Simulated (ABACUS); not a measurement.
# PtS2 under changes of volume

One of the cells (18.261 Å³/atom); the others are scaled copies at fixed shape and fractional positions:

```
Pt S
1.0
     3.54320    0.00000    0.00000
    -1.77160    3.06850    0.00000
     0.00000    0.00000    5.03880
Pt S
1 2
Direct
  0.00000 0.00000 0.00000
  0.66667 0.33333 0.77300
  0.33333 0.66667 0.22700
```

```yaml
Program: ABACUS 3.10.1
Functional: PBE
Potentials_or_basis: PseudoDojo NC SR 0.4.1 PBE standard
Cutoff: 1361 eV
Density_cutoff: 5442 eV
Basis: DZP LCAO (the cutoffs set its grid)
k_mesh: 9 × 9 × 5
Occupations: fermi-dirac, width 0.05 eV
Spin: no spin polarisation
```

| volume (Å³/atom) | energy over the lowest point (meV/atom) | pressure (GPa) | gap on the mesh (eV) | largest force (eV/Å) |
| --- | --- | --- | --- | --- |
| 17.165 | ? | ? | ? | ? |
| 17.531 | 147.09 | 22.6 | 1.06 | 2.335 |
| 17.896 | 100.71 | 18.2 | 1.03 | 1.966 |
| 18.261 | 63.67 | 14.3 | 1.01 | 1.626 |
| 18.626 | 35.13 | 10.8 | 0.99 | 1.311 |
| 18.992 | 14.18 | 7.6 | 0.97 | 1.021 |
| 19.357 | 0.00 | 4.8 | 0.95 | 0.752 |

Task: What does the run at 17.165 Å³/atom give?

Result: Energy over the lowest point 203.90 meV/atom; pressure 27.4 GPa; gap on the mesh 1.08 eV; largest force 2.735 eV/Å.

Worked out: A Birch-Murnaghan fit of order 3 (a polynomial in V^(-2/3)) to the other rows has no minimum within the range. It gives 204.22 meV/atom at 17.165 Å³/atom, against the run's 203.90, and -dE/dV = 27.5 GPa, against 27.4. A straight line through the other rows of the gap, of slope -1.08 eV per unit of ln V, extrapolates to 1.08 eV, against the run's 1.08.

Energies are extrapolated to zero smearing.

Caveats: the atomic orbitals were generated for these runs and aren't a published set; spin-orbit coupling is left out, which moves the levels of the heavy elements; an odd mesh through Γ misses points on the zone boundary, where band edges often lie; the basis of atomic orbitals isn't converged, which shifts pressures, moduli and gaps; forces of over 1 eV/Å show positions far from the minimum, so gaps and moduli don't describe the material at rest (some runs).
